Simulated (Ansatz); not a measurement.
Relaxed structure of NF3 on the (100) surface of Zn, one molecule per 25.1 Å² (the molecule's atoms stand last):

```yaml
crystal:
  lattice:
    - [5.23551, 0.00000, 0.00000]
    - [0.00000, 4.80358, 0.00000]
    - [0.00000, 0.00000, 25.44106]
  atoms:
    - { symbol: Zn, position: [0.50000, 0.75000, 0.31445] }
    - { symbol: Zn, position: [0.00000, 0.75000, 0.31445] }
    - { symbol: Zn, position: [0.75000, 0.25000, 0.34416] }
    - { symbol: Zn, position: [0.25000, 0.25000, 0.34416] }
    - { symbol: Zn, position: [0.75000, 0.75000, 0.40356] }
    - { symbol: Zn, position: [0.25000, 0.75000, 0.40356] }
    - { symbol: Zn, position: [0.00024, 0.25004, 0.43358] }
    - { symbol: Zn, position: [0.50034, 0.24945, 0.43387] }
    - { symbol: Zn, position: [0.00059, 0.85131, 0.51637] }
    - { symbol: Zn, position: [0.50106, 0.84912, 0.51526] }
    - { symbol: Zn, position: [0.25017, 0.36460, 0.52232] }
    - { symbol: Zn, position: [0.75143, 0.36276, 0.52238] }
    - { symbol: F, position: [0.46936, 0.92148, 0.65530] }
    - { symbol: N, position: [0.33287, 0.17265, 0.65427] }
    - { symbol: F, position: [0.08598, 0.08386, 0.66736] }
    - { symbol: F, position: [0.41328, 0.29850, 0.70098] }
```

All numbers below come from DFT PBE+D3(BJ), scalar-relativistic, plane waves, PAW (Ansatz 0.2.0). Plane waves to 420 eV, a k mesh through Γ of 4×4×1 on the computed 16-atom cell and Gaussian smearing (0.10 eV); no spin polarisation. The cell repeats along c with a dipole correction in the vacuum.

The slab and the molecular layer are also computed alone at these places.

(1) How does the adsorption energy per molecule split into interaction and deformation?

(2) How much charge moves across the plane at z = 14.97 Å, midway between slab and molecule?

(3) How does the density difference (whole less rigid parts, positive where electrons gather), summed over the plane, run along c?

Spin polarisation was left out, and a magnetic state may lie lower.

Answers

(1) E_ads = -0.151 eV: interaction of the rigid parts -0.115 eV, deformation of the slab -0.002 eV, deformation of the molecule with its lateral interactions -0.034 eV.

(2) No net charge (under 0.01 e); half the integral of |Δρ| is 0.02 e.

(3) (z (Å), Δρ (e/Å)): (6.08, 0.000), (6.22, 0.000), (6.50, 0.000), (6.64, 0.001), (6.93, 0.000), (7.07, 0.000), (7.35, 0.000), (7.49, -0.001), (7.77, -0.001), (7.91, -0.001), (8.06, -0.001), (8.34, 0.000), (8.48, 0.000), (8.76, 0.001), (8.90, 0.001), (9.19, 0.001), (9.33, 0.001), (9.61, 0.000), (9.75, -0.001), (10.04, -0.001), (10.18, -0.001), (10.32, -0.001), (10.60, 0.000), (10.74, 0.001), (11.02, 0.002), (11.17, 0.002), (11.45, 0.001), (11.59, 0.001), (11.87, -0.001), (12.01, -0.002), (12.16, -0.002), (12.44, -0.002), (12.58, -0.001), (12.86, 0.001), (13.00, 0.002), (13.29, 0.004), (13.43, 0.005), (13.71, 0.007), (13.85, 0.007), (14.13, 0.004), (14.28, 0.002), (14.42, 0.001), (14.70, -0.001), (14.84, -0.001), (15.12, 0.000), (15.26, 0.000), (15.55, -0.001), (15.69, -0.002), (15.97, -0.005), (16.11, -0.007), (16.25, -0.008), (16.54, -0.003), (16.68, 0.000), (16.96, -0.001), (17.10, -0.002), (17.38, -0.002), (17.53, -0.001), (17.81, 0.000), (17.95, 0.000), (18.23, 0.000), (18.37, 0.000), (18.52, 0.000), (18.80, 0.000), (18.94, 0.000), (19.22, 0.000), (19.36, 0.000), (19.65, 0.000), (19.79, 0.000), (20.07, 0.000), (20.21, 0.000)